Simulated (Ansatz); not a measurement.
**MoS2: band structure with PBEsol**

The system is MoS2, a slab with vacuum.

```
CELL_PARAMETERS angstrom
3.18413 0.00000 0.00000
-1.59206 2.75753 0.00000
0.00000 0.00000 17.33460
ATOMIC_POSITIONS crystal
Mo 0.00000 0.00000 0.00000
S 0.33333 0.66667 0.91051
S 0.33333 0.66667 0.08949
```

| Item | Value |
| --- | --- |
| Program | Ansatz 0.2.0 |
| Task | band structure |
| Functional | PBEsol |
| Potentials or basis | all-electron LAPW, scalar-relativistic |
| Cutoff | 241 eV (chosen from the basis error) |
| Basis error allowed | 0.002 eV/atom |
| k mesh | 8 × 8 × 2 |
| Occupations | fermi-dirac, width 0.05 eV |
| Spin | no spin polarisation |

| Property | Result |
| --- | --- |
| Largest force | 0.147 eV/Å |
| Band gap on the k mesh | 1.78 eV, indirect (least direct gap 1.98 eV) |
| Band gap along the path | 1.59 eV, indirect (least direct gap 1.66 eV) |

Forces in eV/Å, atoms in the order of the input:
```
Mo   0.000  0.000  0.000
S    0.000  0.000  0.147
S    0.000  0.000 -0.147
```

Stress tensor (GPa, compression positive):
```
-1.48  0.00  0.00
 0.00 -1.48  0.00
 0.00  0.00 -0.48
```

Levels at the corners of the path, in eV from the valence-band top:
| point | band 26 | band 27 | band 28 | band 29 | band 30 | band 31 | band 32 | band 33 |
| --- | --- | --- | --- | --- | --- | --- | --- | --- |
| Γ | -1.77 | -1.58 | -1.58 | 0.00 | 2.73 | 2.73 | 3.02 | 3.02 |
| M | -3.25 | -1.86 | -1.03 | -0.68 | 2.19 | 2.72 | 3.83 | 4.32 |
| K | -3.60 | -2.91 | -2.14 | -0.07 | 1.59 | 3.05 | 3.54 | 4.86 |
| Γ | -1.77 | -1.58 | -1.58 | 0.00 | 2.73 | 2.73 | 3.02 | 3.02 |
| A | -1.77 | -1.58 | -1.58 | 0.00 | 2.73 | 2.73 | 3.02 | 3.02 |
| L | -3.25 | -1.86 | -1.03 | -0.68 | 2.19 | 2.72 | 3.83 | 4.32 |
| H | -3.60 | -2.91 | -2.14 | -0.07 | 1.59 | 3.05 | 3.54 | 4.86 |
| A | -1.77 | -1.58 | -1.58 | 0.00 | 2.73 | 2.73 | 3.02 | 3.02 |

It took 35 s on 2 threads of Arm Neoverse V1, on a shared host, peak memory 0.39 GiB.
